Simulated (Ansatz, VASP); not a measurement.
# One calculation of W, two programs

File INCAR:

```
  PREC = Accurate
  ENCUT = 520
  EDIFF = 1E-7
  ISMEAR = -1
  SIGMA = 0.05
  LREAL = F
  LASPH = T
  NELM = 100
  ALGO = Normal
  ISIF = 2
  LWAVE = F
  LCHARG = F
  GGA = PE
  NBANDS = 13
```

File KPOINTS:

```
regular mesh
0
Gamma
  19 19 19
```

Contents of POSCAR:

```
W
1.0
   -1.5646150814      1.5646150814      1.5646150814
    1.5646150814     -1.5646150814      1.5646150814
    1.5646150814      1.5646150814     -1.5646150814
W
1
Direct
    0.0000000000      0.0000000000      0.0000000000
```

Input for Ansatz:

```yaml
crystal:
  lattice:
    - [-1.5646150814, 1.5646150814, 1.5646150814]
    - [1.5646150814, -1.5646150814, 1.5646150814]
    - [1.5646150814, 1.5646150814, -1.5646150814]
  atoms:
    - { symbol: W, position: [0.0, 0.0, 0.0] }
kpoints:
  mp_grid: { grid: [19, 19, 19] }
scf:
  occupations: { method: fermi_dirac, width: 0.05 }
hamiltonian:
  xc: pbe
  pseudopotentials: { kind: all_electron, lapw: { basis_error: 0.001 } }
output:
  forces: true
  stress: true
  eigenvalues: true
  populations: true
```

Change from the starting cell: volume scaled by 0.95, LAPW.

Alike in both runs: task single point; functional PBE; k mesh 19 × 19 × 19; occupations fermi-dirac, width 0.05 eV; no spin polarisation.

|  | VASP | Ansatz |
| --- | --- | --- |
| version | VASP 6.6.1 | Ansatz 0.2.0 |
| potentials or method | VASP PAW PBE potentials, release 64 (W_sv) | all-electron LAPW, scalar-relativistic |
| plane-wave cutoff (eV) | 520 | see its input |

```tsv
	VASP	Ansatz	Ansatz less VASP
pressure (GPa)	18.0	17.3	-0.71
```

Ansatz ran all-electron here, so the differences hold the error of VASP's frozen core and of both bases.

Caveats: so large a pressure means that the cell lies far from this level's equilibrium, or that cutoff or potentials fall short (VASP). Spin-orbit coupling is left out, which matters for the levels of W.
